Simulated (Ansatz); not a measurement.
# TiO2 (P4_2/mnm) in Ansatz: settings compared

One crystal, TiO2, is run at these levels: PBE+U, revPBE+D4, PBE; tasks: relaxation of cell and atoms, single point.

All numbers are computed with Ansatz 0.2.0; they aren't measurements. Logs are shortened: lines on timing, memory, paths and dates and some standing lists are left out, and cuts for length are marked.

## 1. Starting point

Symmetry: P4_2/mnm, No. 136, tetragonal system. Conventional cell: a = 4.600 Å, b = 4.600 Å, c = 2.959 Å, α = 90.00°, β = 90.00°, γ = 90.00°. Ti (site symmetry mmm) has 6 O at 1.95 to 1.98 Å as nearest neighbours. Around O (site symmetry m2m) lie 3 Ti at 1.95 to 1.98 Å.

The cell is a database's computed one.

## 2. Relaxation of cell and atoms, PBE+U

Contents of input.yaml:

```yaml
crystal:
  lattice:
    - [4.5998373239, 0.0, 0.0]
    - [0.0, 4.5998373239, 0.0]
    - [0.0, 0.0, 2.95921356]
  atoms:
    - { symbol: Ti, position: [0.0, 0.0, 0.5] }
    - { symbol: Ti, position: [0.5, 0.5, 0.0] }
    - { symbol: O, position: [0.30432132, 0.30432132, 0.5] }
    - { symbol: O, position: [0.19567868, 0.80432132, 0.0] }
    - { symbol: O, position: [0.80432132, 0.19567868, 0.0] }
    - { symbol: O, position: [0.69567868, 0.69567868, 0.5] }
hamiltonian:
  xc: pbe
  pseudopotentials: { kind: paw }
  hubbard: { sites: [{ species: Ti, l: d, u_eff: 6.0 }] }
kpoints:
  mp_grid: { grid: [6, 6, 9] }
scf:
  occupations: { method: fermi_dirac, width: 0.05 }
output:
  forces: true
  stress: true
relax:
  f_tol: 0.01
  max_steps: 40
  cell: { stress_tol: 0.05 }
```

Potentials or basis: Ansatz PAW.

On the command line:

```
> ansatz run input.yaml --threads 2 --pin off --max-ram 5120MiB --backend cpu --events-out ev --progress --plain --runs-dir out
```

Standard output:

```text
Warning: RAYON_NUM_THREADS=2 ignored (pool sized by the plan → 2); use --threads N
Ti: projections on atomic orbitals take those of the free atom [Ne] 3s2 3p6 3d2 4s2, of charge +0.00 (hamiltonian.pseudopotentials.projection_atoms); the dataset's partial waves leave at most 4.1e-7 of an orbital's norm unspanned inside its sphere
O: projections on atomic orbitals take those of the free atom [He] 2s2 2p4, of charge +0.00 (hamiltonian.pseudopotentials.projection_atoms); the dataset's partial waves leave at most 1.9e-8 of an orbital's norm unspanned inside its sphere
Engine: ansatz 0.2.0, aarch64-unknown-linux-gnu
Pseudopotentials: kind: paw
Pseudopotential: Ti, paw, valence charge 12, recommended cutoff 420 eV (normal), Ti.paw.azcp
Pseudopotential: O, paw, valence charge 6, recommended cutoff 420 eV (normal), O.paw.azcp
Functional definition: PBE
  parameter kappa = 0.804
  parameter beta = 0.06672455060314922
  exchange = pbe_x(kappa = kappa, mu = beta*pi^2/3)
  correlation = pbe_c(beta = beta)
Crystal: 6 atoms, lattice volume = 62.613 Å³
Basis set: ecut = 420 eV, 1217 PW (Γ), exchange–correlation on 64×64×40 points (8 copies of the dense FFT grid, shifted against one another)
Bands: 30, of which v1, the nominal top of the filled ones, is band 24 counted from 1 (23 counted from 0)
Symmetry: 16 space group operations
Space group: P42/mnm (ITA 136), of the structure as read, at distance tolerance 4.0e-5 Å
k-points: 50 of 324
Non-local potential: Ti, projectors of the file, l = 0: 3, l = 1: 2, l = 2: 3, l = 3: 1
Non-local potential: O, projectors of the file, l = 0: 2, l = 1: 2, l = 2: 1
PAW form: soft (Blöchl's): semilocal exchange-correlation on the pseudo side does not see the compensation charge
PAW one-centre angular grid: Ti, 590 points (default); XC on 64 Gauss nodes
PAW one-centre angular grid: O, 110 points (default); XC on 64 Gauss nodes
Initial density: superposition of atomic densities (chi_scale 0.1, normalization cell, long waves of neutral atoms under a Hubbard term (reshape's long-wave potential 0.00 eV rms, cloud 2.26 Å wide))
Initial wavefunctions: pseudopotential atomic-orbital guess
Functional: x = pbe(κ = 0.804, μ = 0.2195149727645171), c = pbe(β = 0.06672455060314922)
SCF iter   1: F=—  HF=-7268.682268 eV  |F-HF|=—  |Δ(HF+E_count)|=         —  Δρ=1.12e-1  dr2=8.27e0  ethr=3.10e-3  ⟨swp⟩=4.9  Hψ=5988  notcnv=0
preconditioner: auto → Resta (q_TF=auto, 2.610 Å⁻¹)  ε∞=6.8  [insulator: Δε(μ)=3.760 eV  Ē_g=11.026 eV  σ=0.050 eV  W_gap=1.00  n_scr=18 (ndim 8)  ℏωp=26.5 eV  f_vac=0.000  D(μ)=0.00/eV (n_scr^D=0)  ε∞_Penn≈6.8]
SCF iter   2: F=—  HF=-7267.456465 eV  |F-HF|=—  |Δ(HF+E_count)|=    1.23e0  Δρ=5.41e-2  dr2=9.14e-1  ethr=3.10e-3  ⟨swp⟩=3.4  Hψ=3495  notcnv=0  defer=76
SCF iter   3: F=—  HF=-7267.472731 eV  |F-HF|=—  |Δ(HF+E_count)|=   1.63e-2  Δρ=2.59e-2  dr2=2.59e-1  ethr=1.91e-3  ⟨swp⟩=2.1  Hψ=2281  notcnv=0  defer=76
SCF iter   4: F=—  HF=-7267.579487 eV  |F-HF|=—  |Δ(HF+E_count)|=   1.07e-1  Δρ=6.13e-3  dr2=2.37e-2  ethr=5.40e-4  ⟨swp⟩=3.1  Hψ=2454  notcnv=0  defer=76
SCF iter   5: F=—  HF=-7267.584359 eV  |F-HF|=—  |Δ(HF+E_count)|=   4.87e-3  Δρ=1.72e-3  dr2=2.80e-3  ethr=4.95e-5  ⟨swp⟩=2.9  Hψ=2928  notcnv=0  defer=73
SCF iter   6: F=—  HF=-7267.585391 eV  |F-HF|=—  |Δ(HF+E_count)|=   1.03e-3  Δρ=8.31e-4  dr2=4.37e-4  ethr=5.83e-6  ⟨swp⟩=2.2  Hψ=2214  notcnv=0  defer=73
SCF iter   7: F=—  HF=-7267.585381 eV  |F-HF|=—  |Δ(HF+E_count)|=   1.00e-5  Δρ=1.70e-4  dr2=1.79e-5  ethr=9.10e-7  ⟨swp⟩=2.0  Hψ=1897  notcnv=0  defer=72
SCF iter   8: F=—  HF=-7267.585392 eV  |F-HF|=—  |Δ(HF+E_count)|=   1.16e-5  Δρ=6.99e-5  dr2=3.62e-6  ethr=3.72e-8  ⟨swp⟩=2.1  Hψ=2614  notcnv=0  defer=72
SCF iter   9: F=-7267.585392 eV  HF=-7267.585392 eV  |F-HF|=3.70e-8  |Δ(HF+E_count)|=   2.62e-7  Δρ=7.50e-6  dr2=4.60e-8  ethr=2.08e-10  ⟨swp⟩=3.2  Hψ=5977  notcnv=0
SCF 1 converged in 9 iterations: F = -7267.585392 eV  dr2 = 4.60e-8
relax step   1: F+E_penalty+E_count = -7267.58539220 eV  Δ(F+E_penalty+E_count) = +0.000e0 eV  max|allowed force component| = 8.178e-3 eV/Å  Δτ_max = 0.0000 Å  P = +9.959 GPa  Ω = 62.613 Å³  (9 SCF iters, dr2 threshold 1.00e-7 eV, accepted)
Crystal: 6 atoms, lattice volume = 64.442 Å³
Basis set: ecut = 420 eV, 1251 PW (Γ), exchange–correlation on 64×64×40 points (8 copies of the dense FFT grid, shifted against one another)
Initial density: handed on by an earlier stage of this run
Initial wavefunctions: those handed on with the density
iter 1 solved again at ethr=4.15e-5 eV; its pass at ethr=3.10e-3 eV (dr2=1.99e-2 eV) is discarded
SCF iter   1: F=—  HF=-7267.662846 eV  |F-HF|=—  |Δ(HF+E_count)|=         —  Δρ=6.50e-3  dr2=2.20e-2  ethr=4.15e-5  ⟨swp⟩=1.1  Hψ=8583  notcnv=0
preconditioner: auto → Resta (q_TF=auto, 2.598 Å⁻¹)  ε∞=8.1  [insulator: Δε(μ)=2.479 eV  Ē_g=9.804 eV  σ=0.050 eV  W_gap=1.00  n_scr=18 (ndim 8)  ℏωp=26.2 eV  f_vac=0.024  D(μ)=0.00/eV (n_scr^D=0)  ε∞_Penn≈8.1]
[... 40 lines left out ...]
Crystal: 6 atoms, lattice volume = 65.242 Å³
iter 1 solved again at ethr=1.88e-7 eV; its pass at ethr=3.10e-3 eV (dr2=9.01e-5 eV) is discarded
SCF iter   1: F=—  HF=-7267.676188 eV  |F-HF|=—  |Δ(HF+E_count)|=         —  Δρ=3.65e-4  dr2=7.49e-5  ethr=1.88e-7  ⟨swp⟩=2.0  Hψ=7993  notcnv=0
preconditioner: auto → Resta (q_TF=auto, 2.592 Å⁻¹)  ε∞=8.1  [insulator: Δε(μ)=2.499 eV  Ē_g=9.772 eV  σ=0.050 eV  W_gap=1.00  n_scr=18 (ndim 8)  ℏωp=26.0 eV  f_vac=0.019  D(μ)=0.00/eV (n_scr^D=0)  ε∞_Penn≈8.1]
SCF iter   2: F=—  HF=-7267.676174 eV  |F-HF|=—  |Δ(HF+E_count)|=   1.36e-5  Δρ=1.56e-4  dr2=1.56e-5  ethr=1.56e-7  ⟨swp⟩=2.0  Hψ=2300  notcnv=0
SCF iter   3: F=—  HF=-7267.676173 eV  |F-HF|=—  |Δ(HF+E_count)|=   1.38e-6  Δρ=6.32e-5  dr2=3.14e-6  ethr=3.25e-8  ⟨swp⟩=2.0  Hψ=1826  notcnv=0
SCF iter   4: F=-7267.676173 eV  HF=-7267.676173 eV  |F-HF|=5.71e-8  |Δ(HF+E_count)|=   9.84e-8  Δρ=1.73e-5  dr2=2.60e-7  ethr=1.25e-9  ⟨swp⟩=2.6  Hψ=5894  notcnv=0
SCF 6 converged in 4 iterations: F = -7267.676173 eV  dr2 = 2.60e-7
relax step   6: F+E_penalty+E_count = -7267.67617324 eV  Δ(F+E_penalty+E_count) = +3.278e-4 eV  max|allowed force component| = 3.178e-4 eV/Å  Δτ_max = 0.0003 Å  P = +0.008 GPa  Ω = 65.242 Å³  energy of the carried Pulay correction = -4.736e-4 eV  (4 SCF iters, dr2 threshold 6.00e-7 eV, accepted)
iter 1 solved again at ethr=4.97e-9 eV; its pass at ethr=3.10e-3 eV (dr2=2.39e-6 eV) is discarded
SCF iter   1: F=—  HF=-7267.676689 eV  |F-HF|=—  |Δ(HF+E_count)|=         —  Δρ=2.36e-5  dr2=2.65e-7  ethr=4.97e-9  ⟨swp⟩=3.8  Hψ=10951  notcnv=0
preconditioner: auto → Resta (q_TF=auto, 2.592 Å⁻¹)  ε∞=8.1  [insulator: Δε(μ)=2.503 eV  Ē_g=9.775 eV  σ=0.050 eV  W_gap=1.00  n_scr=18 (ndim 8)  ℏωp=26.0 eV  f_vac=0.019  D(μ)=0.00/eV (n_scr^D=0)  ε∞_Penn≈8.1]
SCF iter   2: F=—  HF=-7267.676689 eV  |F-HF|=—  |Δ(HF+E_count)|=   8.08e-8  Δρ=1.44e-5  dr2=1.32e-7  ethr=5.52e-10  ⟨swp⟩=1.1  Hψ=1503  notcnv=0
SCF iter   3: F=—  HF=-7267.676689 eV  |F-HF|=—  |Δ(HF+E_count)|=   7.65e-8  Δρ=8.12e-6  dr2=4.25e-8  ethr=2.75e-10  ⟨swp⟩=2.2  Hψ=2093  notcnv=0
SCF iter   4: F=—  HF=-7267.676689 eV  |F-HF|=—  |Δ(HF+E_count)|=  1.47e-10  Δρ=2.55e-6  dr2=2.98e-9  ethr=8.86e-11  ⟨swp⟩=2.0  Hψ=2172  notcnv=0
SCF iter   5: F=—  HF=-7267.676689 eV  |F-HF|=—  |Δ(HF+E_count)|=   2.40e-9  Δρ=9.08e-7  dr2=3.99e-10  ethr=6.21e-12  ⟨swp⟩=2.1  Hψ=2009  notcnv=0
SCF iter   6: F=-7267.676689 eV  HF=-7267.676689 eV  |F-HF|=8.19e-12  |Δ(HF+E_count)|=  4.01e-10  Δρ=1.49e-7  dr2=1.28e-11  ethr=1.00e-12  ⟨swp⟩=3.2  Hψ=5631  notcnv=0
SCF 7 converged in 6 iterations: F = -7267.676689 eV  dr2 = 1.28e-11
relax step   7: F+E_penalty+E_count = -7267.67668929 eV  Δ(F+E_penalty+E_count) = -5.160e-4 eV  max|allowed force component| = 2.213e-4 eV/Å  Δτ_max = 0.0000 Å  P = +0.013 GPa  Ω = 65.242 Å³  stress off target by 2.04e-2 GPa  SCF on the basis re-selected at this cell (its energy is not comparable with the rows above)  (6 SCF iters)
basis re-selected at this cell: Δ(F+E_penalty+E_count) = -5.160e-4 eV, ΔP = +0.005 GPa vs the last step (what re-selecting the basis moved, of the pressure what is left beyond the Pulay correction that the steps carried, after the strain that the cell walked since its last selection, with what the two solves' SCF thresholds leave and, on support functions, any second-order correction that the steps lacked; it is no measure of the basis error at this ecutwfc). This SCF's stress stands 2.04e-2 GPa from its target on what of the cell is left free (relax.cell.stress_tol is 5.00e-2 GPa) and its largest allowed force component is 2.21e-4 eV/Å (relax.f_tol is 1.00e-2 eV/Å): within both
SCF converged after 6 iterations
Free energy (F): -7267.676689 eV
Harris-Foulkes:  -7267.676689 eV  (|F-HF|=8.19e-12)
Internal energy: -7267.676689 eV  (E = F + TS)
E sigma→0 (E₀):  -7267.676689 eV
Fermi energy:    10.293187 eV
--- Per-component energies (eV) ---
  E_band       = -421.644696
  E_kinetic    = 1241.680499
  E_local      = -3136.780355  (includes V_loc(G=0)·N_el)
  E_nonlocal   = 191.835077
  E_hartree    = 1184.927041
  E_xc         = -492.534101
  E_vxc        = -623.625611  (∫ρ·V_xc dr)
  E_hubbard    = 9.012063  (on-site DFT+U / exact-exchange correction)
  E_vhub       = 6.251711  (the Hubbard potential's part of the band-sum identity)
  E_paw        = -2718.909369  (= ΣΔE_a)
  E_vpaw       = -470.870295  (= ΣTr[D̂ρ^β])
  E_aug_tail   = 0.010274  (compensation charges beyond the density's cutoff)
  E_ewald      = -3546.917818
  E_smearing   = -0.000000  (= −TS)
  E_closure    = -0.000000  (closes the sum)
  Σ components = -7267.676689   (vs F -7267.676689, Δ=0.00e0)
--- Forces (eV/Å), atoms counted from 1 ---
  atom   1  Ti     0.00000000    -0.00000000     0.00000000
  atom   2  Ti    -0.00000000     0.00000000     0.00000000
  atom   3  O     -0.00022132    -0.00022132     0.00000000
  atom   4  O      0.00022132    -0.00022132     0.00000000
  atom   5  O     -0.00022132     0.00022132     0.00000000
  atom   6  O      0.00022132     0.00022132     0.00000000
  max |Σ_I F_I| component: 1.73e-18 eV/Å
--- Stress (GPa, compression-positive) ---
        0.009695       0.000000       0.000000
        0.000000       0.009695       0.000000
        0.000000       0.000000       0.020359
  P = ⅓ Tr σ = 0.0132 GPa (0.132 kbar)
Occupation matrices written to <dir>
--- Relaxed structure (5 steps of the walk, 5 accepted, 2 SCFs on fresh bases) ---
  F+E_penalty+E_count = -7267.67668929 eV   max|allowed force component| = 2.213e-4 eV/Å   (the final SCF, on the basis selected at the relaxed cell)
  cell:  # Å, volume = 65.2421 Å³
    - [4.640438525666919, 4.32252570874488e-34, 0.0]
    - [4.32252570874488e-34, 4.640438525666919, 0.0]
    - [0.0, 0.0, 3.0297693365949456]
  atoms:
    - { symbol: Ti, position: [2.9463057499125286e-20, 4.419458624868786e-20, 0.5] }
    - { symbol: Ti, position: [0.5, 0.5, 0.0] }
    - { symbol: O, position: [0.3059590668317196, 0.3059590668317196, 0.5] }
    - { symbol: O, position: [0.19404093316828055, 0.8059590668317196, 0.0] }
    - { symbol: O, position: [0.8059590668317196, 0.19404093316828055, 0.0] }
    - { symbol: O, position: [0.6940409331682806, 0.6940409331682806, 0.5] }
```

It took 20 s on 2 threads of Arm Neoverse V2, shared host; peak memory 0.45 GiB.

What came out:

```yaml
Free_energy: -7267.6767 eV
Relaxed_volume: 10.87 Å³/atom
Relaxed_cell: a = 4.640 Å, b = 4.640 Å, c = 3.030 Å, α = 90.00°, β = 90.00°, γ = 90.00°
Space_group_after_relaxing_to_0.05_Å: P4_2/mnm (No. 136)
Energy_gained_by_relaxing: 15.2 meV/atom
Ionic_steps: 7
Pressure_after_relaxing: 0.0 GPa
Band_gap_on_the_k_mesh: 2.50 eV
```

The path:
```
step  energy change (eV)  largest force (eV/Å)  volume (Å³)
   1              0.0000                0.0116        62.61
   2             -0.0738                0.1020        64.44
   3             -0.0766                0.0092        65.14
   4             -0.0768                0.0027        65.13
   5             -0.0911                0.0029        65.13
   6             -0.0908                0.0004        65.24
   7             -0.0913                0.0003        65.24
```

Final structure:
```
Ti O
1.0
     4.64044    0.00000    0.00000
     0.00000    4.64044    0.00000
     0.00000    0.00000    3.02977
Ti O
2 4
Direct
  0.00000 0.00000 0.50000
  0.50000 0.50000 0.00000
  0.30596 0.30596 0.50000
  0.19404 0.80596 0.00000
  0.80596 0.19404 0.00000
  0.69404 0.69404 0.50000
```

Eigenvalues of the final occupation matrices:
| site | spin | trace | eigenvalues |
| --- | --- | --- | --- |
| site 1 | 1 | 0.98 | 0.10 0.14 0.14 0.29 0.31 |
| site 2 | 1 | 0.98 | 0.10 0.14 0.14 0.29 0.31 |

Caveat: odd divisions of the mesh miss points on the zone boundary, where band edges often lie, so the gap on the mesh can be too wide; the plane-wave basis is chosen anew once the cell has moved, so the energies of steps on either side of that aren't comparable; the pressure holds a Pulay correction of +0.7 GPa for the finite cutoff. A k mesh can miss the band edges.

## 3. Relaxation of cell and atoms, revPBE+D4

input.yaml, as its differences from that of step 2:

```diff
@@ -13,5 +13,5 @@
 hamiltonian:
-  xc: pbe
+  xc: revpbe
   pseudopotentials: { kind: paw }
-  hubbard: { sites: [{ species: Ti, l: d, u_eff: 6.0 }] }
+  dispersion: d4
 kpoints:
@@ -23,2 +23,6 @@
   stress: true
+  write_density: true
+  write_potential: true
+  elf: true
+  volumetric_format: npy
 relax:
```

Potentials or basis: Ansatz PAW.

On the command line:

```
> ansatz run input.yaml --threads 2 --pin off --max-ram 5120MiB --backend cpu --events-out ev --progress --plain --runs-dir out
```

It took 10 s on 2 threads of Arm Neoverse V2, shared host; peak memory 0.39 GiB.

Results (log left out):

```
Free energy                            : -7290.9223 eV
Relaxed volume                         : 10.38 Å³/atom
Relaxed cell                           : a = 4.591 Å, b = 4.591 Å, c = 2.953 Å, α = 90.00°, β = 90.00°, γ = 90.00°
Space group after relaxing (to 0.05 Å) : P4_2/mnm (No. 136)
Energy gained by relaxing              : 0.2 meV/atom
Ionic steps                            : 4
Pressure after relaxing                : 0.0 GPa
Largest force after relaxing           : 0.005 eV/Å
Band gap on the k mesh                 : 1.90 eV, direct
```

Forces in eV/Å, atoms in the order of the input:
```
Ti   0.000  0.000  0.000
Ti   0.000  0.000  0.000
O   -0.004 -0.004  0.000
O    0.004 -0.004  0.000
O   -0.004  0.004  0.000
O    0.004  0.004  0.000
```

Step by step:
```csv
step,energy change (eV),largest force (eV/Å),volume (Å³)
1,0.0000,0.0092,62.61
2,-0.0023,0.0041,62.37
3,-0.0029,0.0049,62.26
4,-0.0014,0.0050,62.26
```

Final structure:
```
CELL_PARAMETERS angstrom
4.59135 0.00000 0.00000
0.00000 4.59135 0.00000
0.00000 0.00000 2.95330
ATOMIC_POSITIONS crystal
Ti 0.00000 0.00000 0.50000
Ti 0.50000 0.50000 0.00000
O 0.30423 0.30423 0.50000
O 0.19577 0.80423 0.00000
O 0.80423 0.19577 0.00000
O 0.69577 0.69577 0.50000
```

Levels at points of the mesh, in eV from the valence-band top:
```tsv
k point	band 22	band 23	band 24	band 25	band 26	band 27
(0.00, 0.00, 0.00)	-0.45	-0.45	0.00	1.90	2.20	2.44
(0.00, -0.50, 0.00)	-1.64	-0.74	-0.74	2.58	2.58	3.06
(-0.50, -0.50, 0.00)	-1.30	-1.07	-1.07	1.94	1.94	2.56
```

Caveat: odd divisions of the mesh miss points on the zone boundary, where band edges often lie, so the gap on the mesh can be too wide; the plane-wave basis is chosen anew once the cell has moved, so the energies of steps on either side of that aren't comparable; the pressure holds a Pulay correction of +0.7 GPa for the finite cutoff; the PAW data sets come from PBE, with cores solved anew for the run's functional, which leaves a small shift of forces and pressure. A hybrid or GW would open this gap; revPBE tends to underestimate it.

(Continued in part 2 of 2.)
